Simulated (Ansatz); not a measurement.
## Preparing HfO2 (P2_1/c) as a host crystal

Before any defect goes in: HfO2 (P2_1/c) at rest, and how it screens a charge.

Calculated with Ansatz 0.2.0; plane-wave PAW DFT, PBEsol; relaxation of the host's cell and atoms; PAW set soft_1, in the first sound run; inputs show where later runs differ.

### Step 1. The starting structure

Symmetry: P2_1/c, No. 14, monoclinic system. The conventional cell has a = 5.094 Å, b = 5.151 Å, c = 5.276 Å, α = 90.00°, β = 99.56°, γ = 90.00°. Nearest to Hf lie 7 O at 2.03 to 2.24 Å. Nearest to O lie 4 Hf at 2.13 to 2.24 Å. Nearest to O lie 3 Hf at 2.03 to 2.13 Å. Farther neighbours and most contacts between anions are not listed.

### Step 2. Host cell relaxation

Lattice and positions are set free, within the symmetry that the program keeps.

cell/input.yaml reads:

```yaml
crystal:
  lattice:
    - [5.094175, 0.0, 0.0]
    - [0.0, 5.1506447, 0.0]
    - [-0.876169, 0.0, 5.2029535]
  atoms:
    - { symbol: Hf, position: [0.27613578, 0.45806468, 0.70790733] }
    - { symbol: Hf, position: [0.72386422, 0.95806468, 0.79209267] }
    - { symbol: Hf, position: [0.72386422, 0.54193532, 0.29209267] }
    - { symbol: Hf, position: [0.27613578, 0.04193532, 0.20790733] }
    - { symbol: O, position: [0.44799782, 0.74252595, 0.97857799] }
    - { symbol: O, position: [0.55200218, 0.24252595, 0.52142201] }
    - { symbol: O, position: [0.55200218, 0.25747405, 0.02142201] }
    - { symbol: O, position: [0.44799782, 0.75747405, 0.47857799] }
    - { symbol: O, position: [0.06836078, 0.33075888, 0.34625278] }
    - { symbol: O, position: [0.93163922, 0.83075888, 0.15374722] }
    - { symbol: O, position: [0.93163922, 0.66924112, 0.65374722] }
    - { symbol: O, position: [0.06836078, 0.16924112, 0.84625278] }
basis:
  ecutwfc: 420
  xc_grid: 2
hamiltonian:
  xc: pbesol
  pseudopotentials: { kind: paw, azcp: { folder: soft_1 }, xc_functional: pbe }
kpoints:
  mp_grid: { grid: [6, 6, 6] }
scf:
  occupations: { method: fixed }
  max_iter: 100
relax:
  f_tol: 0.005
  max_steps: 60
  cell: {}
output:
  forces: true
  stress: true
checkpoint:
  write: "../cell.run"
  compress: false
  write_wavefunctions: false
  write_every: 100000
```

On the command line:

```console
$ ansatz run input.yaml --threads 32 --pin off --max-ram 84787MiB --backend cpu --events-out ev --progress --plain --runs-dir out
```

Numbers of over 12 decimals in the logs are rounded to 6 here.

What it wrote:

```text
[... repeated set-up lines and file paths are left out, and long positions are rounded to six places ...]
Engine: ansatz 0.2.0, aarch64-unknown-linux-gnu
Pseudopotentials: kind: paw
Pseudopotential: Hf, paw, valence charge 26, recommended cutoff 420 eV (normal), soft_1/Hf.paw.azcp
Pseudopotential: O, paw, valence charge 6, recommended cutoff 420 eV (normal), soft_1/O.paw.azcp
Functional definition: PBEsol
  exchange = pbesol_x
  correlation = pbesol_c
Crystal: 12 atoms, lattice volume = 136.517 Å³
Basis set: ecut = 420 eV, 2677 PW (Γ), exchange–correlation on 72×72×72 points (8 copies of the dense FFT grid, shifted against one another)
Bands: 92, of which v1, the nominal top of the filled ones, is band 76 counted from 1 (75 counted from 0)
Symmetry: 4 space group operations
Space group: P21/c (ITA 14), of the structure as read, at distance tolerance 5.1e-5 Å
k-points: 80 of 216
Non-local potential: Hf, projectors of the file, l = 0: 3, l = 1: 2, l = 2: 2, l = 3: 3
Non-local potential: O, projectors of the file, l = 0: 2, l = 1: 2, l = 2: 1
PAW form: soft (Blöchl's): semilocal exchange-correlation on the pseudo side does not see the compensation charge
PAW frozen core: Hf, regenerated for the run's functional, and the local potential with it (the file was generated under x = pbe(κ = 0.804, μ = 0.219515), c = pbe(β = 0.066725))
PAW frozen core: O, regenerated for the run's functional, and the local potential with it (the file was generated under x = pbe(κ = 0.804, μ = 0.219515), c = pbe(β = 0.066725))
PAW one-centre angular grid: Hf, 590 points (default); XC on 64 Gauss nodes
PAW one-centre angular grid: O, 110 points (default); XC on 64 Gauss nodes
Initial density: superposition of atomic densities (chi_scale 0.1, normalization cell, long waves kept (reshape's long-wave potential 0.02 eV rms))
Initial wavefunctions: pseudopotential atomic-orbital guess
Functional: x = pbesol(κ = 0.804, μ = 0.123457), c = pbesol(β = 0.046)
SCF iter   1: F=—  HF=-66907.276322 eV  |Δ(HF+E_count)|=         —  Δρ=9.31e-2  dr2=9.67e0  Hψ=20105
preconditioner: auto → Resta (q_TF=auto, 2.778 Å⁻¹)  ε∞=4.9  [insulator: Δε(μ)=3.037 eV  Ē_g=19.248 eV  n_scr=48 (ndim 8)  ℏωp=38.1 eV  f_vac=0.007  ε∞_Penn≈4.9]
SCF iter   2: F=—  HF=-66905.037303 eV  |Δ(HF+E_count)|=    2.24e0  Δρ=4.19e-2  dr2=2.25e0  Hψ=14446
[...]
SCF iter  11: F=-66904.250994 eV  HF=-66904.250994 eV  |Δ(HF+E_count)|=   1.63e-7  Δρ=3.42e-6  dr2=1.66e-8  Hψ=30154
SCF 1 converged in 11 iterations: F = -66904.250994 eV  dr2 = 1.66e-8
  greatest PAW one-centre occupation: 0.999 electrons in one spin orbital (limit 2), on the Hf atom at site 2 (counted from 0), in its partial waves of l = 3
relax step   1: F+E_penalty+E_count = -66904.25099370 eV  Δ(F+E_penalty+E_count) = +0.000e0 eV  max|allowed force component| = 1.530e-1 eV/Å  Δτ_max = 0.0000 Å  P = +1.784 GPa  Ω = 136.517 Å³  (11 SCF iters, dr2 threshold 1.00e-7 eV, accepted)
[... the SCF cycles and remarks between the steps are left out from here to the last step ...]
relax step   2: F+E_penalty+E_count = -66904.25417460 eV  Δ(F+E_penalty+E_count) = -3.181e-3 eV  max|allowed force component| = 4.125e-2 eV/Å  Δτ_max = 0.0070 Å  P = -0.336 GPa  Ω = 137.526 Å³  energy of the carried Pulay correction = -3.512e-3 eV  (7 SCF iters, dr2 threshold 1.20e-6 eV, accepted)
relax step   3: F+E_penalty+E_count = -66904.25546794 eV  Δ(F+E_penalty+E_count) = -1.293e-3 eV  max|allowed force component| = 1.814e-2 eV/Å  Δτ_max = 0.0037 Å  P = -0.118 GPa  Ω = 137.425 Å³  energy of the carried Pulay correction = -3.160e-3 eV  (5 SCF iters, dr2 threshold 5.72e-7 eV, accepted)
relax step   4: F+E_penalty+E_count = -66904.25729885 eV  Δ(F+E_penalty+E_count) = -1.831e-3 eV  max|allowed force component| = 2.235e-2 eV/Å  Δτ_max = 0.0251 Å  P = -0.033 GPa  Ω = 137.240 Å³  energy of the carried Pulay correction = -2.517e-3 eV  (7 SCF iters, dr2 threshold 1.23e-7 eV, accepted)
relax step   5: F+E_penalty+E_count = -66904.25800261 eV  Δ(F+E_penalty+E_count) = -7.038e-4 eV  max|allowed force component| = 1.420e-2 eV/Å  Δτ_max = 0.0217 Å  P = -0.077 GPa  Ω = 137.121 Å³  energy of the carried Pulay correction = -2.105e-3 eV  (7 SCF iters, dr2 threshold 3.12e-8 eV, accepted)
relax step   6: F+E_penalty+E_count = -66904.25822769 eV  Δ(F+E_penalty+E_count) = -2.251e-4 eV  max|allowed force component| = 1.887e-3 eV/Å  Δτ_max = 0.0060 Å  P = +0.002 GPa  Ω = 137.124 Å³  energy of the carried Pulay correction = -2.117e-3 eV  (5 SCF iters, dr2 threshold 1.80e-7 eV, accepted)
[...]
iter 1 solved again at ethr=2.67e-8 eV; its pass at ethr=3.10e-3 eV (dr2=4.06e-5 eV) is discarded
SCF iter   1: F=—  HF=-66904.260320 eV  |Δ(HF+E_count)|=         —  Δρ=1.44e-4  dr2=9.45e-7  Hψ=44716
[...]
SCF iter   2: F=—  HF=-66904.260391 eV  |Δ(HF+E_count)|=   7.10e-5  Δρ=7.32e-5  dr2=2.96e-7  Hψ=12633
SCF iter   3: F=—  HF=-66904.260422 eV  |Δ(HF+E_count)|=   3.12e-5  Δρ=1.19e-5  dr2=4.74e-8  Hψ=10939
SCF iter   4: F=—  HF=-66904.260422 eV  |Δ(HF+E_count)|=   5.17e-7  Δρ=1.94e-6  dr2=3.22e-9  Hψ=11533
SCF iter   5: F=—  HF=-66904.260422 eV  |Δ(HF+E_count)|=   1.25e-8  Δρ=8.92e-7  dr2=1.12e-9  Hψ=12921
SCF iter   6: F=—  HF=-66904.260422 eV  |Δ(HF+E_count)|=   1.11e-9  Δρ=4.12e-7  dr2=1.80e-10  Hψ=8510
SCF iter   7: F=-66904.260422 eV  HF=-66904.260422 eV  |Δ(HF+E_count)|=  3.20e-10  Δρ=1.52e-7  dr2=1.99e-11  Hψ=28197
SCF 7 converged in 7 iterations: F = -66904.260422 eV  dr2 = 1.99e-11
relax step   7: F+E_penalty+E_count = -66904.26042248 eV  Δ(F+E_penalty+E_count) = -2.195e-3 eV  max|allowed force component| = 2.017e-3 eV/Å  Δτ_max = 0.0000 Å  P = +0.032 GPa  Ω = 137.124 Å³  stress off target by 4.59e-2 GPa  SCF on the basis re-selected at this cell (its energy is not comparable with the rows above)  (7 SCF iters)
basis re-selected at this cell: Δ(F+E_penalty+E_count) = -2.195e-3 eV, ΔP = +0.030 GPa vs the last step (what re-selecting the basis moved, of the pressure what is left beyond the Pulay correction that the steps carried, after the strain that the cell walked [...]
SCF converged after 7 iterations
Free energy (F): -66904.260422 eV
Harris-Foulkes:  -66904.260422 eV  (|F-HF|=1.46e-11)
Internal energy: -66904.260422 eV  (E = F + TS)
E sigma→0 (E₀):  -66904.260422 eV
Fermi energy:    12.995814 eV
--- Per-component energies (eV) ---
  E_band       = -157.874554
  E_kinetic    = 2971.047470
  E_local      = -29481.912859  (includes V_loc(G=0)·N_el)
  E_nonlocal   = 705.731295
  E_hartree    = 14002.749980
  E_xc         = -1623.480972
  E_vxc        = -1743.989866  (∫ρ·V_xc dr)
  E_paw        = -31573.299689  (= ΣΔE_a)
  E_vpaw       = -614.256730  (= ΣTr[D̂ρ^β])
  E_aug_tail   = 0.006528  (compensation charges beyond the density's cutoff)
  E_ewald      = -21910.388703
  E_core_change = 5.286528  (= ΣΔE_core)
  E_smearing   = -0.000000  (= −TS)
  E_closure    = 0.000000  (closes the sum)
  Σ components = -66904.260422   (vs F -66904.260422, Δ=0.00e0)
--- Forces (eV/Å), atoms counted from 1 ---
  atom   1  Hf     0.00005037     0.00201716    -0.00041454
  atom   2  Hf    -0.00005037     0.00201716     0.00041454
  atom   3  Hf    -0.00005037    -0.00201716     0.00041454
  atom   4  Hf     0.00005037    -0.00201716    -0.00041454
  atom   5  O     -0.00093199     0.00022861     0.00002958
  atom   6  O      0.00093199     0.00022861    -0.00002958
  [... 6 more lines of this table ...]
  max |Σ_I F_I| component: 0.00e0 eV/Å
--- Stress (GPa, compression-positive) ---
        0.027246       0.000000      -0.005409
        0.000000       0.045878       0.000000
       -0.005409       0.000000       0.022463
  P = ⅓ Tr σ = 0.0319 GPa (0.319 kbar)
--- Relaxed structure (6 steps of the walk, 6 accepted, 1 SCFs on fresh bases) ---
  F+E_penalty+E_count = -66904.26042248 eV   max|allowed force component| = 2.017e-3 eV/Å   (the final SCF, on the basis selected at the relaxed cell)
  cell:  # Å, volume = 137.1243 Å³
    - [5.096062, 0.0, -0.00164836]
    - [0.0, 5.177531, 0.0]
    - [-0.878177, 0.0, 5.197337]
  atoms:
    - { symbol: Hf, position: [0.277155, 0.457022, 0.708187] }
    - { symbol: Hf, position: [0.722845, 0.957022, 0.791813] }
    - { symbol: Hf, position: [0.722845, 0.542978, 0.291813] }
    - { symbol: Hf, position: [0.277155, 0.042978, 0.208187] }
    - { symbol: O, position: [0.447132, 0.741797, 0.980022] }
    - { symbol: O, position: [0.552868, 0.241797, 0.519978] }
  [... 6 more lines of this table ...]
```

Wall time 15 s (32 threads of Arm Neoverse V2, shared host); peak memory 2 GiB.

The steps of the relaxation:

```csv
step,energy less that of the first step (eV),largest force component (eV/Å),pressure (GPa),volume (Å³)
1,0.0000,0.1530,1.78,136.52
2,-0.0032,0.0412,-0.34,137.53
3,-0.0045,0.0181,-0.12,137.42
4,-0.0063,0.0223,-0.03,137.24
5,-0.0070,0.0142,-0.08,137.12
6,-0.0072,0.0019,0.00,137.12
7*,-0.0094,0.0020,0.03,137.12
```

Relaxation steps marked * repeat the geometry before them on a plane-wave basis chosen anew for their cell, so energy and pressure can jump there.

Forces are held to the 4 operations that the run works with; a distortion that breaks them can't arise in this run.

```csv
cell as run,before,after,change
a (Å),5.094,5.096,+0.0 %
b (Å),5.151,5.178,+0.5 %
c (Å),5.276,5.271,-0.1 %
β (°),99.56,99.61,+0.1 %
volume (Å³/atom),11.38,11.43,+0.4 %
```

The atoms that moved most (Å, as changes of fractional coordinates times the final cell):

```
atom      dx      dy      dz  length
 O10  -0.020   0.035   0.028   0.049
 O11  -0.020  -0.035   0.028   0.049
  O9   0.020   0.035  -0.028   0.049
 O12   0.020  -0.035  -0.028   0.049
  O8  -0.006   0.004   0.007   0.010
  O5  -0.006  -0.004   0.007   0.010
  O7   0.006   0.004  -0.007   0.010
  O6   0.006  -0.004  -0.007   0.010
```

Numbers from this step:

```
pressure : 0.03186 GPa
```

The relaxation ends with a largest force component of 0.0020 eV/Å and a pressure of 0.03 GPa.

### Step 3. Dielectric tensors of the host

The response to a uniform electric field gives the electronic dielectric tensor.

This step: plane-wave PAW DFPT, PBEsol; dielectric tensors, Born charges and zone-centre modes of the host; PAW set soft_1 (Ansatz 0.2.0).

eps/input.yaml reads:

```yaml
crystal:
  lattice:
    - [5.0960620715, 0.0, -0.0016483557]
    - [0.0, 5.1775305436, 0.0]
    - [-0.8781771194, 0.0, 5.1973371285]
  atoms:
    - { symbol: Hf, position: [0.2771546276, 0.4570220761, 0.7081870593] }
    - { symbol: Hf, position: [0.7228453724, 0.9570220761, 0.7918129407] }
    - { symbol: Hf, position: [0.7228453724, 0.5429779239, 0.2918129407] }
    - { symbol: Hf, position: [0.2771546276, 0.0429779239, 0.2081870593] }
    - { symbol: O, position: [0.447131741, 0.7417965992, 0.9800218393] }
    - { symbol: O, position: [0.552868259, 0.2417965992, 0.5199781607] }
    - { symbol: O, position: [0.552868259, 0.2582034008, 0.0199781607] }
    - { symbol: O, position: [0.447131741, 0.7582034008, 0.4800218393] }
    - { symbol: O, position: [0.0712950624, 0.3374659056, 0.3407824343] }
    - { symbol: O, position: [0.9287049376, 0.8374659056, 0.1592175657] }
    - { symbol: O, position: [0.9287049376, 0.6625340944, 0.6592175657] }
    - { symbol: O, position: [0.0712950624, 0.1625340944, 0.8407824343] }
basis:
  ecutwfc: 420
hamiltonian:
  xc: pbesol
  pseudopotentials: { kind: paw, azcp: { folder: soft_1 }, xc_functional: pbe }
kpoints:
  mp_grid: { grid: [5, 5, 5] }
scf:
  occupations: { method: fixed }
  max_iter: 100
phonons:
  method: dfpt
  dielectric: true
  rigid_motions: translations
```

What it wrote:

```text
[...]
Crystal: 12 atoms, lattice volume = 137.124 Å³
Basis set: ecut = 420 eV, 2689 PW (Γ), exchange–correlation on 72×72×72 points (8 copies of the dense FFT grid, shifted against one another)
Bands: 92, of which v1, the nominal top of the filled ones, is band 76 counted from 1 (75 counted from 0)
Symmetry: 4 space group operations
k-points: 63 of 125 (irreducible under 1 space group operation, time reversal used)
[...]
SCF iter   1: F=—  HF=-66907.278318 eV  |Δ(HF+E_count)|=         —  Δρ=9.33e-2  dr2=9.75e0  Hψ=16207
[...]
SCF iter   2: F=—  HF=-66905.030894 eV  |Δ(HF+E_count)|=    2.25e0  Δρ=4.16e-2  dr2=2.23e0  Hψ=11585
[...]
SCF iter  15: F=-66904.260385 eV  HF=-66904.260385 eV  |Δ(HF+E_count)|=  1.46e-11  Δρ=7.68e-8  dr2=6.46e-12  Hψ=32998
SCF 1 converged in 15 iterations: F = -66904.260385 eV  dr2 = 6.46e-12
[...]
NSCF: frozen V_eff on 9 k-points
DFPT response loops at Γ: preconditioner auto → Resta (q_TF=auto, 2.776 Å⁻¹)  ε∞=3.9 (no band partly filled); β = 1.00, the filter's whole step (`scf.mixing.beta` (0.50) is not read by the response loops at its default; [...]
── the response to a field inside a basis, on 6×6×6 k-points: an SCF that follows is theirs, and a resumed run solves both again ──
Bands: 77, of which v1, the nominal top of the filled ones, is band 76 counted from 1 (75 counted from 0)
k-points: 54 of 216
[...]
Eigensolver: Dense (54 Hₖ)
SCF iter   1: F=—  HF=-66903.978605 eV  |Δ(HF+E_count)|=         —  Δρ=5.73e-4  dr2=1.10e-4
[...]
SCF iter   5: F=-66903.978636 eV  HF=-66903.978636 eV  |Δ(HF+E_count)|=   2.36e-7  Δρ=9.53e-6  dr2=8.54e-8
SCF 1 converged in 5 iterations: F = -66903.978636 eV  dr2 = 8.54e-8
[...]
SCF converged after 15 iterations
[...]
246.25      1             0.2715
        249.50      1             0.0000
        249.86      1            16.8963
        309.66      1            63.3043
        324.39      1             0.0000
        325.38      1             0.0000
        331.22      1            26.1863
        343.08      1            36.8957
        376.31      1             0.0000
        385.35      1            42.3848
        390.98      1             0.0000
        400.53      1            28.4732
        482.18      1             0.0000
        489.64      1            13.4309
        500.51      1             0.0000
        501.82      1            19.8667
        537.93      1             0.0000
        557.07      1             0.0000
        591.46      1            13.4932
        617.07      1             0.0000
        641.22      1             0.0456
        651.68      1             0.0000
        718.58      1            15.6007
        755.51      1             0.0000
  optical modes at Γ + LO–TO along q̂ = [1.0000, 0.0000, 0.0000]:
      ω (cm⁻¹)  modes    IR ((D/Å)²/amu)
        116.31      1             0.0000
        126.95      1             0.0000
        129.57      1             0.0373
        130.17      1             0.0000
        143.74      1             0.0000
        162.96      1             0.0000
        179.02      1             0.8567
        238.21      1             0.0000
        244.96      1             5.4523
        246.95      1             1.3761
        249.50      1             0.0000
        249.86      1            16.8963
        324.39      1             0.0000
        325.38      1             0.0000
        331.04      1            22.1609
        343.08      1            36.8957
[...]
optical modes at Γ + LO–TO along q̂ = [0.0000, 1.0000, 0.0000]:
      ω (cm⁻¹)  modes    IR ((D/Å)²/amu)
[...]
optical modes at Γ + LO–TO along q̂ = [0.0000, 0.0000, 1.0000]:
      ω (cm⁻¹)  modes    IR ((D/Å)²/amu)
[...]
489.64      1            13.4309
        495.90      1            19.6809
        500.51      1             0.0000
        537.93      1             0.0000
        557.07      1             0.0000
        591.46      1            13.4932
        617.07      1             0.0000
        632.38      1            77.0506
        641.22      1             0.0456
        651.68      1             0.0000
        720.98      1            18.0888
        755.51      1             0.0000
```

Elapsed: 99 s, on 32 threads; peak memory 4.9 GiB; 35 min of CPU time.

Electronic dielectric tensor:

```
5.04 0.00 0.14
0.00 5.07 0.00
0.14 0.00 4.75
```

Static dielectric tensor:

```
20.65  0.00  1.35
 0.00 18.84  0.00
 1.35  0.00 15.26
```

The principal values of the electronic dielectric tensor are 4.69, 5.07 and 5.10. The principal values of the static dielectric tensor are 14.94, 18.84 and 20.97.

[end of part 1 of 2]

[Logs are printed without paths, hosts, clocks, repeated set-up lines and the standing remarks that a program may print on its own settings, such as how far it seeks lower states.]

[Hosts, paths, dates, database ids (printed as entryN), source tags and the programs' standing remarks are cut or masked in the printed files.]

[Runs of the host that timed out are not shown.]

[For some hosts the program warned that the k-mesh of the response run may be too coarse for force constants and the static dielectric constant; such warnings are not always shown.]
